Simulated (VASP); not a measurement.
An input for Ansatz (written as the equivalent of a VASP run, and not itself run):

Ansatz 0.2 input:
```yaml
crystal:
  lattice:
    - [4.2462280, 0.0000000, 0.0000000]
    - [0.0000000, 4.2462280, 0.0000000]
    - [0.0000000, 0.0000000, 4.2462280]
  atoms:
    - { symbol: Ba, position: [0.4992340, 0.5044430, 0.4977710] }
    - { symbol: Sn, position: [0.0062890, -0.0017810, -0.0060300] }
    - { symbol: O, position: [0.0001210, 0.5009520, 0.0037050] }
    - { symbol: O, position: [0.4927530, -0.0096410, 0.0054750] }
    - { symbol: O, position: [0.0016030, 0.0060270, 0.4990790] }
kpoints:
  mp_grid: { grid: [5, 5, 5] }
hamiltonian:
  xc: pbe
  pseudopotentials: { kind: paw }
scf:
  occupations: { method: gaussian, width: 0.05 }
  max_iter: 100
relax:
  max_steps: 50
  f_tol: 0.005
output: { forces: true, stress: true, eigenvalues: true }
```

### Question
Write the VASP files for the same calculation (PBE).

### Answer
Several could match; the one computed here: 
**INCAR**
```
SYSTEM = BaSnO3
PREC = Accurate
ENCUT = 400
EDIFF = 1E-6
NELM = 100
ALGO = Normal
LREAL = .FALSE.
LASPH = .TRUE.
ISMEAR = 0
SIGMA = 0.05
GGA = PE
LMAXMIX = 4
LWAVE = .FALSE.
LCHARG = .FALSE.
ISIF = 2
IBRION = 2
NSW = 50
EDIFFG = -0.005
```

POSCAR:
```
BaSnO3
1
    4.2462280000     0.0000000000     0.0000000000
    0.0000000000     4.2462280000     0.0000000000
    0.0000000000     0.0000000000     4.2462280000
Ba Sn O
1 1 3
Direct
  0.4992340000   0.5044430000   0.4977710000
  0.0062890000  -0.0017810000  -0.0060300000
  0.0001210000   0.5009520000   0.0037050000
  0.4927530000  -0.0096410000   0.0054750000
  0.0016030000   0.0060270000   0.4990790000
```

KPOINTS:
```
Automatic mesh
0
Gamma
5 5 5
0 0 0
```

POTCAR, in this order: Ba_sv Sn_d O (PBE.64 set). Program: vasp_std.

What does not carry over: each code has its own PAW files, so the cut-off isn't converted (ENCUT is set for VASP's; basis.ecutwfc is left out, and Ansatz then takes the one that its files recommend); Ansatz stops its SCF on the density residual and VASP on the energy change (EDIFF).

The structure comes from a computed database's BaSnO3 entry; how it stands against other phases isn't given here. In the starting cell atoms are displaced from their ideal sites. This run relaxes the ions in a fixed cell. The run is one of a series of settings (EDIFFG = -0.005, IBRION = 2, NSW = 50 against the base run), some of them coarse on purpose.
